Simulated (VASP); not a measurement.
The system is Si.

```
Si
1.0
     0.00000    2.71356    2.71356
     2.71356    0.00000    2.71356
     2.71356    2.71356    0.00000
Si
2
Direct
  0.75000 0.75000 0.75000
  0.50000 0.50000 0.50000
```

Base run:

- Program: VASP 6.6.1
- Functional: LDA
- Potentials or basis: VASP PAW LDA potentials, release 64 (Si)
- Cutoff: 520 eV
- k mesh: 7 × 7 × 7
- Occupations: fermi-dirac, width 0.02 eV
- Spin: no spin polarisation

Its results: band gap on the k mesh 0.46 eV, indirect (least direct gap 2.52 eV); pressure -1.2 GPa.

Problem. After a change of settings the same cell gave: band gap on the k mesh 0.57 eV, indirect (least direct gap 2.51 eV); pressure -0.8 GPa. Which change was it?
A. functional from LDA to PBEsol; potentials or basis from VASP PAW LDA potentials, release 64 (Si) to VASP PAW PBE potentials, release 64 (Si)
B. functional from LDA to PBE; potentials or basis from VASP PAW LDA potentials, release 64 (Si) to VASP PAW PBE potentials, release 64 (Si)
C. functional from LDA to r2SCAN; potentials or basis from VASP PAW LDA potentials, release 64 (Si) to VASP PAW PBE potentials, release 64 (Si)
D. cutoff from 520 eV to 300 eV; k mesh from 7 × 7 × 7 to 4 × 4 × 4

Solution. D.

Caveats: some runs use coarse meshes; an odd mesh through Γ misses points on the zone boundary, where band edges often lie (some runs); the cutoff is under 1.25 times the usual one of these potentials, so pressure, stress and relaxed cells hold a basis-set (Pulay) error (some runs).

Not every run made on this cell is shown here.
